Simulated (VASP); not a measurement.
**BN (Qingsongite): NMR shieldings**

Wanted: the shieldings and field gradients at the nuclei of BN (Qingsongite). The cell is of the zinc-blende type, one of the forms listed for this formula, which need not be the common one. The start is a cell from a database of measured crystal structures.

Calculated with VASP 6.6.1; PBE; plane waves and PAW (N, B), in the first sound run; inputs show where later runs differ.

## 1. Starting point

Symmetry: F-43m, No. 216, cubic system. The conventional cell has a = 3.615 Å, b = 3.615 Å, c = 3.615 Å, α = 90.00°, β = 90.00°, γ = 90.00°. N has 4 B at 1.57 Å nearest. Nearest to B lie 4 N at 1.57 Å. Farther neighbours and most contacts between anions are not listed.

## 2. Ground state

The next steps need an insulator, so the gap is checked first.

The input, INCAR:

```
SYSTEM = BN
PREC = Accurate
ENCUT = 520
EDIFF = 1E-07
NELM = 100
ISMEAR = 0
SIGMA = 0.01
LREAL = .FALSE.
ALGO = Normal
GGA = PE
NBANDS = 10
LORBIT = 11
LWAVE = .FALSE.
LCHARG = .FALSE.
KPAR = 2
```

The input, POSCAR:

```
BN
1.0
    0.0000000000      1.8075000000      1.8075000000
    1.8075000000      0.0000000000      1.8075000000
    1.8075000000      1.8075000000      0.0000000000
N B
1 1
Direct
    0.7500000000      0.7500000000      0.7500000000
    0.0000000000      0.0000000000      0.0000000000
```

The input, KPOINTS:

```
Automatic mesh
0
Gamma
9 9 9
0 0 0
```

The projector-augmented-wave data sets are N and B (PBE family, release 64).

Started as:

```bash
> mpirun -np 2 vasp_std
```

The log of the run:

```text
[banner, memory and clock lines left out]
running    2 mpi-ranks, on    1 nodes
 distrk:  each k-point on    1 cores,    2 groups
 distr:  one band on    1 cores,    1 groups

 POSCAR found type information on POSCAR N B
 POSCAR found :  2 types and       2 ions
 LDA part: xc-table for (Slater+PW92), standard interpolation
 POSCAR, INCAR and KPOINTS ok, starting setup
 FFT: planning ... GRIDC
 FFT: planning ... GRID_SOFT
 FFT: planning ... GRID
 WAVECAR not read
 entering main loop
       N       E                     dE             d eps       ncg     rms          rms(c)
DAV:   1     0.956036194845E+01    0.95604E+01   -0.52256E+03   740   0.803E+02
DAV:   2    -0.179802024355E+02   -0.27541E+02   -0.26900E+02   882   0.171E+02
DAV:   3    -0.184144164121E+02   -0.43421E+00   -0.43366E+00   810   0.189E+01
DAV:   4    -0.184149069008E+02   -0.49049E-03   -0.49048E-03   774   0.696E-01
DAV:   5    -0.184149073696E+02   -0.46871E-06   -0.46894E-06   802   0.222E-02    0.670E+00
DAV:   6    -0.175361667276E+02    0.87874E+00   -0.30325E+00   738   0.109E+01    0.327E+00
DAV:   7    -0.174638508621E+02    0.72316E-01   -0.10253E-01   770   0.282E+00    0.192E+00
DAV:   8    -0.174494809491E+02    0.14370E-01   -0.37392E-02   780   0.150E+00    0.194E-01
DAV:   9    -0.174496716302E+02   -0.19068E-03   -0.90424E-04   748   0.270E-01    0.807E-02
DAV:  10    -0.174497527770E+02   -0.81147E-04   -0.11878E-04   764   0.997E-02    0.148E-02
DAV:  11    -0.174497579389E+02   -0.51619E-05   -0.10045E-05   818   0.271E-02    0.104E-02
DAV:  12    -0.174497579069E+02    0.32012E-07   -0.19003E-06   780   0.994E-03    0.627E-04
DAV:  13    -0.174497579063E+02    0.65643E-09   -0.25875E-08   406   0.169E-03
   1 F= -.17449758E+02 E0= -.17449758E+02  d E =-.622745E-35
```

It took 4.6 s on 2 MPI ranks of AMD EPYC 7R43, shared host; peak memory 0.17 GiB; 7.6 s of CPU time.

Lines that name or quote the potential files are left out of all logs, and their timing lines are given in words.

From OUTCAR (step 2):

```text
ion  position               nearest neighbor table
   1  0.750  0.750  0.750-   2 1.57   2 1.57   2 1.57   2 1.57
   2  0.000  0.000  0.000-   1 1.57   1 1.57   1 1.57   1 1.57

  LATTYP: Found a face centered cubic cell.
 ALAT       =     3.6150000000

 Subroutine GETGRP returns: Found 24 space group operations
 (whereof 24 operations were pure point group operations)

The static configuration has the point symmetry T_d .

 Found     35 irreducible k-points:

   k-points           NKPTS =     35   k-points in BZ     NKDIM =     35   number of bands    NBANDS=     10

   dimension x,y,z NGX =    20 NGY =   20 NGZ =   20
   dimension x,y,z NGXF=    40 NGYF=   40 NGZF=   40

   ENCUT  =  520.0 eV  38.22 Ry    6.18 a.u.   4.75  4.75  4.75*2*pi/ulx,y,z

   NELECT =       8.0000    total number of electrons

 k-points in reciprocal lattice and weights: Automatic mesh
   0.00000000  0.00000000  0.00000000       0.001
   0.11111111  0.00000000  0.00000000       0.011
   0.22222222  0.00000000  0.00000000       0.011
   0.33333333  0.00000000  0.00000000       0.011
   0.44444444  0.00000000  0.00000000       0.011
   0.11111111  0.11111111  0.00000000       0.008
   0.22222222  0.11111111  0.00000000       0.033
   0.33333333  0.11111111  0.00000000       0.033
   0.44444444  0.11111111  0.00000000       0.033
[...]
-0.33333333  0.44444444  0.11111111       0.033
  -0.33333333  0.44444444  0.22222222       0.033

 average (electrostatic) potential at core
       1 -60.3941       2 -24.4738

 E-fermi :   7.4869

 k-point     1 :       0.0000    0.0000    0.0000
  band No.  band energies     occupation
      1     -12.8277      2.00000
      2       7.4030      2.00000
      3       7.4030      2.00000
      4       7.4030      2.00000
      5      16.2228      0.00000
      6      16.2228      0.00000
      7      16.2228      0.00000
      8      17.7524      0.00000
      9      32.1553      0.00000
    ...

 k-point     2 :       0.1111    0.0000    0.0000
  band No.  band energies     occupation
      1     -12.5278      2.00000
      2       5.8729      2.00000
      3       7.0950      2.00000
      4       7.0950      2.00000
      5      16.5393      0.00000
      6      16.6873      0.00000
      7      16.6873      0.00000
      8      18.7127      0.00000
      9      31.7952      0.00000
    ...

 k-point     3 :       0.2222    0.0000    0.0000
  band No.  band energies     occupation
      1     -11.6500      2.00000
      2       2.7554      2.00000
      3       6.4415      2.00000
      4       6.4415      2.00000
      5      16.9512      0.00000
      6      17.5653      0.00000
      7      17.5653      0.00000
      8      20.5618      0.00000
      9      30.9989      0.00000
    ...

  Total        0.2426410      0.2426410      0.2426410      0.0000000     -0.0000000      0.0000000
  in kB       32.9162073     32.9162073     32.9162073      0.0000000     -0.0000000      0.0000000
  external PRESSURE =      32.9162073 kB  Pullay stress =       0.0000000 kB

  energy-cutoff  :      520.00
  volume of cell :       11.81
      direct lattice vectors                 reciprocal lattice vectors
     0.000000000  1.807500000  1.807500000    -0.276625173  0.276625173  0.276625173
     1.807500000  0.000000000  1.807500000     0.276625173 -0.276625173  0.276625173
     1.807500000  1.807500000  0.000000000     0.276625173  0.276625173 -0.276625173

 POSITION                                       TOTAL-FORCE (eV/Angst)
 -----------------------------------------------------------------------------------
      2.71125      2.71125      2.71125        -0.000000     -0.000000     -0.000000
      0.00000      0.00000      0.00000         0.000000      0.000000      0.000000
 -----------------------------------------------------------------------------------
    total drift:                               -0.000000     -0.000000     -0.000000

  FREE ENERGIE OF THE ION-ELECTRON SYSTEM (eV)
  ---------------------------------------------------
  free  energy   TOTEN  =       -17.4497579063 eV

  energy  without entropy=      -17.4497579063  energy(sigma->0) =      -17.44975791

 total charge
# of ion       s       p       d       tot
------------------------------------------
    1        1.213   2.763   0.000   3.977
    2        0.678   1.360   0.000   2.038
--------------------------------------------------
tot          1.891   4.123   0.000   6.014

[... 3 further parts left out ...]
```

The gap is read on the k-mesh alone, so it is an upper bound where the band edges lie off the mesh.

Numbers from this step:

```yaml
free_energy_toten: -17.45 eV
fermi_energy: 7.487 eV
pressure: 3.292 GPa
gap_on_the_k_mesh: 4.614 eV
least_direct_gap_on_the_k_mesh: 8.820 eV
```

The cell has a gap of 4.61 eV on this mesh and a pressure of +3.3 GPa, which holds the misfit of the given cell and coordinates with this functional, and any error of cutoff, mesh and data sets.

(Part 1 of 3 ends here.)

[Lines on the potential files, build, host, timing and source positions are cut from VASP's logs without a mark.]

[Logs are printed without paths, hosts, clocks, repeated set-up lines and the standing remarks that a program may print on its own settings, such as how far it seeks lower states.]

[Hosts, paths, dates, database ids (printed as entryN), source tags and the programs' standing remarks are cut or masked in the printed files.]
